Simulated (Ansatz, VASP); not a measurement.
# Two plane-wave programs on Si

The input INCAR:

```
  PREC = Accurate
  ENCUT = 520
  EDIFF = 1E-6
  ISMEAR = 0
  SIGMA = 0.05
  LREAL = F
  LASPH = T
  NELM = 80
  ALGO = Normal
  ISIF = 2
  LWAVE = F
  LCHARG = F
  GGA = CA
  NBANDS = 11
```

File KPOINTS:

```
regular mesh
0
Gamma
  12 12 12
```

The input POSCAR:

```
Si
1.0
    0.0000000000      2.7337252599      2.6361312681
    2.7337252599      0.0000000000      2.6361312681
    2.7337252599      2.7337252599      0.0000000000
Si
2
Direct
    0.5000000000      0.5000000000      0.5000000000
    0.7500000000      0.7500000000      0.7500000000
```

Input for Ansatz:

```yaml
crystal:
  lattice:
    - [0.0, 2.7337252599, 2.6361312681]
    - [2.7337252599, 0.0, 2.6361312681]
    - [2.7337252599, 2.7337252599, 0.0]
  atoms:
    - { symbol: Si, position: [0.5, 0.5, 0.5] }
    - { symbol: Si, position: [0.75, 0.75, 0.75] }
basis:
  ecutwfc: 420
kpoints:
  mp_grid: { grid: [12, 12, 12] }
hamiltonian:
  xc: lda
  pseudopotentials: { kind: paw, azcp: { folder: soft_1 } }
scf:
  occupations: { method: gaussian, width: 0.05 }
output:
  forces: true
  stress: true
  eigenvalues: true
```

Alike in both runs: task single point; functional LDA; k mesh 12 × 12 × 12; occupations gaussian, width 0.05 eV; no spin polarisation.

|  | VASP | Ansatz |
| --- | --- | --- |
| version | VASP 6.6.1 | Ansatz 0.2.0 |
| potentials or method | VASP PAW LDA potentials, release 64 (Si) | scalar-relativistic, plane waves, PAW |
| plane-wave cutoff (eV) | 520 | 420 |
| valence electrons in the cell | 8 | 8 |

```tsv
	VASP	Ansatz	Ansatz less VASP
gap on the k mesh at the Fermi level (eV)	0.06	0.06	+0.003
least direct gap on the mesh (eV)	2.29	2.29	+0.001
pressure (GPa)	0.0	0.0	-0.06
largest component of the traceless stress (GPa)	2.18	2.18	+0.001
```

Ansatz warned: «pseudo_functional_mismatch».
